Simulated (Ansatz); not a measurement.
This Ansatz input for MnSb in the zincblende structure was spoiled on purpose:

```yaml
crystal:
  lattice:
    - [0.0, 3.1002856324, 3.1002856324]
    - [3.1002856324, 0.0, 3.1002856324]
    - [3.1002856324, 3.1002856324, 0.0]
  atoms:
    - { symbol: Mn, position: [0.0, 0.0, 0.0], spin: 3.5 }
    - { symbol: Sb, position: [0.25, 0.25, 0.25] }
basis:
  ecutwfc: 500
  ecutrho_ratio: 4
kpoints:
  mp_grid: { grid: [10, 10, 10] }
hamiltonian:
  xc: r2scan
scf:
  occupations: { method: fixed }
  max_iter: 60
output:
  forces: true
  stress: true
magnetization:
  spin_polarized: true
```

Launched as:
```sh
ansatz run input.yaml --threads 2 --pin off --max-ram 2662MiB --backend cpu --events-out ev --progress --plain --runs-dir out
```

**Question.** What is wrong with it?

**Answer.** Fixed occupations whatever the gap. Against the sound input: scf.occupations: {"method": "gaussian", "width": 0.05} → {"method": "fixed"} (the cap on iterations is only a precaution).

What the program printed:

```
Error: inconsistent input (scf.occupations.method, magnetization): a σ = 0 step fill (method: fixed, or a smearing width below the step floor) with no hard lock on the total moment puts the same N_el/2 bands in each spin channel, which gives a total moment of zero, but the starting moments sum to +3.5000 μB; make the starting moments (crystal.atoms[].spin / magnetization.per_species / magnetization.initial_magnetization) sum to zero, or set magnetization.spin_locking.lock_magnetization: hard with an even integer magnetization.initial_magnetization, or use a smearing method with a finite width, such as fermi_dirac
```

The input was refused before any iteration. Run time: 0.11 s on 2 threads of Arm Neoverse V2 (shared host), peak memory 0.087 GiB. The run before the change (r²SCAN, 500 eV, 10×10×10 mesh) gave:

```tsv
run	P (GPa)	gap on the mesh (eV)	cell moment (μB)	largest force component (eV/Å)
sound	0.0	metal	4.00	0.000
```

The two runs also differ in their start: the sound one had the moments 4.53, 0.00 μB typed, and went on from the state of an earlier run.

This is a trial structure; measured cells of the compound in the Crystallography Open Database are in space group P63/mmc.

Of that run: The run wasn't fully tested for a lower electronic state. The moments were started parallel, and the real magnetic order may be another.
